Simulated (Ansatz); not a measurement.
Pressure against volume in Hf₄C

It was reached by relaxing an invented guess, and it needn't be the stable form of this composition.

Method: DFT PBE, scalar-relativistic, plane waves, PAW in Ansatz 0.2.0. Plane waves to 420 eV, a 12×12×4 mesh through Γ for the 5-atom cell and 0.10 eV Gaussian smearing; no spin polarisation.

```cif
data_structure
_symmetry_space_group_name_H-M 'P-3m1'
_symmetry_Int_Tables_number 164
_cell_length_a 3.2476
_cell_length_b 3.2476
_cell_length_c 10.3637
_cell_angle_alpha 90.000
_cell_angle_beta 90.000
_cell_angle_gamma 120.000
_cell_volume 94.66
loop_
_atom_site_label
_atom_site_type_symbol
_atom_site_symmetry_multiplicity
_atom_site_Wyckoff_symbol
_atom_site_fract_x
_atom_site_fract_y
_atom_site_fract_z
_atom_site_occupancy
Hf1 Hf 2 d 0.66667 0.33333 0.87576 1
Hf2 Hf 2 d 0.66667 0.33333 0.38196 1
C1 C 1 a 0.00000 0.00000 0.00000 1
```

The cell was set to several volumes, with shape and atoms relaxed at each where symmetry leaves them free. Pressure is positive in compression, and energies count from the lowest row. No row has a gap on its mesh.

| row | V (Å³/atom) | P (GPa) | ΔE (meV/atom) |
| --- | --- | --- | --- |
| 1 | 16.660 | 19.85 | 127.4 |
| 2 | 17.228 | ? | ? |
| 3 | 17.796 | 8.54 | 28.7 |
| 4 | 18.364 | 3.96 | 6.8 |
| 5 | 18.932 | 0.00 | 0.0 |
| 6 | 19.500 | -3.43 | 6.3 |
| 7 | 20.068 | -6.39 | 23.8 |
| 8 | 20.825 | -9.66 | 62.0 |

Question: Find B = −V·ΔP/ΔV from rows 4 and 6 and from rows 1 and 3, and from the two its slope B′ and its value B0 at zero pressure.

Answer: Rows 4 and 6 give −(18.364 + 19.500)/2 × (-3.43 − (3.96))/(19.500 − 18.364) = 123.2 GPa at a mean pressure of 0.26 GPa. Rows 1 and 3 give −(16.660 + 17.796)/2 × (8.54 − (19.85))/(17.796 − 16.660) = 171.5 GPa at a mean pressure of 14.20 GPa. So B′ = (171.5 − 123.2)/(14.20 − (0.26)) = 3.46 and B0 = 123.2 − 3.46 × (0.26) = 122.3 GPa. A third-order Birch–Murnaghan fit to all the energies gives B0 = 122.2 GPa and B′ = 3.8.

Question: Estimate the pressure and energy of row 2.

Answer: From row 5, V0 = 18.932 × (1 + (0.00)/122.3) = 18.932 Å³/atom. Murnaghan's form P = (B0/B′)·[(V0/V)^B′ − 1] gives (122.3/3.46) × [(18.932/17.228)^3.46 − 1] = 13.64 GPa; the computed pressure is 13.81 GPa, so the estimate is off by -0.17 GPa. The work of compression from row 3, with the mean of the two pressures, gives ΔE = 28.7 + (13.64 + 8.54)/2 × (17.796 − 17.228)/160.2 × 1000 = 68.0 meV/atom (1 eV/Å³ = 160.2 GPa); the computed value is 68.0 meV/atom.

These runs have no spin–orbit coupling, which can matter for Hf. All volumes keep the k mesh of the relaxed cell. A later test with randomly moved atoms came back to the same energy, though modes that don't fit the test's cell weren't probed.
